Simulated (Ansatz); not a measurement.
Input:

Relaxed CsI (CsCl type):

```xyz
4
Lattice="9.3338 0.0000 0.0000 4.6669 4.6669 0.0000 4.6669 0.0000 4.6669" Properties=species:S:1:pos:R:3 pbc="T T T"
Cs     0.0000     0.0000     0.0000
Cs     4.6669     0.0000     0.0000
I     11.6673     2.3335     2.3335
I      7.0004     2.3335     2.3335
```

The atoms are displaced by Q × the pattern below (from a DFPT mode at R = (0.5, 0.5, 0.5), largest move 1; Q in Å), at fixed cell. It is one choice among 3 degenerate patterns. (q is in reciprocal vectors of the primitive cell; the cell shown is doubled to hold the pattern.)

```
atom      x      y       z
----  -----  -----  ------
Cs1   0.000  0.000  -1.000
Cs2   0.000  0.000   1.000
```

Atoms not listed stay in place.

Level of theory: PBE (plane waves to 420 eV, PAW, scalar-relativistic; Ansatz, a first-principles code). k mesh 7×7×7 (Γ-centred), Fermi-Dirac smearing 0.05 eV. The energy includes the smearing's −TS. CsI was relaxed with its symmetry unable to fall. Spin-orbit coupling is left out, though I is heavy. ΔE is measured from the undisplaced structure.

The scan covers Q from -0.180 to 0.180 Å in 13 points.

### Question
Which space group does the distorted structure have?

### Answer
I4/mmm (No. 139), lowered from Pm-3m.

### Question
Is this a single well or a double well?

### Answer
A single well with its minimum at or next to zero displacement.

### Question
What is the energy change at Q = 0.180 Å?

### Answer
34.1 meV/cell.

### Question
What harmonic wavenumber does the curvature at Q = 0 give?

### Answer
46 cm⁻¹.

(A displaced cell: forces are minus the slopes of the energy, force constants its curvatures, and phonons follow from these.)
